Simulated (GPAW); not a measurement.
Crystal: C.

```
CELL_PARAMETERS angstrom
0.00000 1.78337 1.78337
1.78337 0.00000 1.78337
1.78337 1.78337 0.00000
ATOMIC_POSITIONS crystal
C 0.25000 0.25000 0.25000
C 0.00000 0.00000 0.00000
```

This isn't the form of C at room conditions, which is graphite.

Base run:

| Item | Value |
| --- | --- |
| Program | GPAW 26.7.0 |
| Functional | TB-mBJ |
| Potentials or basis | GPAW PAW data sets for LDA (gpaw-data 1.2.1) |
| Cutoff | 800 eV |
| Basis | pw |
| k mesh | 10 × 10 × 10 |
| Occupations | fermi-dirac, width 0.05 eV |
| Spin | no spin polarisation |

Its results: band gap on the k mesh 4.99 eV, indirect (least direct gap 6.64 eV).

Problem. The run is repeated on the same cell with these changes: functional from TB-mBJ to SCAN; potentials or basis from GPAW PAW data sets for LDA (gpaw-data 1.2.1) to GPAW PAW data sets (gpaw-data 1.2.1). What comes out?

Solution. Band gap on the k mesh 4.57 eV, indirect (least direct gap 6.14 eV).

Caveats: a model potential gives levels but no total energy (some runs).

A k mesh can miss the band edges.

Not every run made on this cell is shown here.
